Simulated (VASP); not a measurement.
## CoO: changing the strain (εxx = s)

```xyz
2
Lattice="2.8285 0.0000 0.0000 -1.4142 2.4495 0.0000 0.0000 0.0000 2.7217" Properties=species:S:1:pos:R:3 pbc="T T T"
Co    0.0000    0.0000    1.3609
O     1.4142    0.8165    0.0000
```

Measurements of this composition are mostly on another form, of space group No. 225.

Kept alike: task relaxation of the atoms; functional PBE; k mesh 8 × 8 × 7; occupations fermi-dirac, width 0.05 eV; collinear spin, ferromagnetic start. Program: VASP, PBE PAW files Co, O, 520 eV. The mesh is that of the run's cell of 2 atoms. No spin-orbit coupling.

| s | free energy over the lowest row (meV/atom) |
| --- | --- |
| -0.04 | 13.01 |
| -0.02 | 3.14 |
| -0.01 | 0.79 |
| 0 | 0.00 |
| 0.01 | 0.61 |
| 0.02 | 2.45 |
| 0.04 | 9.02 |

The cell shown is the unstrained one; x, y and z are its Cartesian axes. For a metal such a mesh leaves the last digits unconverged. The runs hold the magnetic state that their start led to, which needn't be the lowest.

Q: What does the strain (εxx = s) change here?

A: The free energy is lowest at 0, and 13.01 meV an atom higher at -0.04.
